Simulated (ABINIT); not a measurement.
Crystal: Ge.

```
Ge
1.0
     3.99759    0.00000    0.00000
    -1.99879    3.46201    0.00000
     0.00000    0.00000    6.59938
Ge
4
Direct
  0.33333 0.66667 0.93710
  0.66667 0.33333 0.43710
  0.33333 0.66667 0.56290
  0.66667 0.33333 0.06290
```

This isn't the form of Ge at room conditions, which is diamond.

- Program: ABINIT 10.8.3 (patched build)
- Task: relaxation of cell and atoms
- Functional: r2SCAN
- Potentials or basis: JTH PAW PBE v2.0
- Cutoff: 707 eV
- k mesh: 4 × 4 × 2
- Occupations: fermi-dirac, width 0.05 eV
- Spin: no spin polarisation

At the start: pressure 0.4 GPa; volume 22.83 Å³/atom.

Q: How do energy, volume and symmetry change on relaxing?

A: Over 9 steps the energy falls by 2.5 meV/atom and the volume is 23.00 Å³/atom (+0.7 %); space group P6_3/mmc (No. 194, to 0.05 Å).

Step by step:
```tsv
step	energy change (eV)	largest force (eV/Å)	pressure (GPa)	volume (Å³)
1	0.0000	0.0031	0.41	91.33
2	-0.0022	0.0272	0.35	91.45
3	-0.0084	0.1304	-0.08	92.13
4	-0.0090	0.1032	-0.09	92.13
5	-0.0101	0.0104	-0.09	92.13
6	-0.0101	0.0005	-0.08	92.11
7	-0.0101	0.0044	-0.04	92.07
8	-0.0102	0.0036	-0.02	92.04
9	-0.0102	0.0002	0.00	92.00
```

Final structure:
```xyz
4
Lattice="4.0337 0.0000 0.0000 -2.0168 3.4933 0.0000 0.0000 0.0000 6.5287" Properties=species:S:1:pos:R:3 pbc="T T T"
Ge    0.0000    2.3289    6.1273
Ge    2.0168    1.1644    2.8629
Ge    0.0000    2.3289    3.6658
Ge    2.0168    1.1644    0.4014
```

Caveat: the k mesh is coarse (spacing up to 0.48 Å⁻¹), so the values aren't converged; the PAW data sets were made with another functional, which shifts forces and pressure a little.
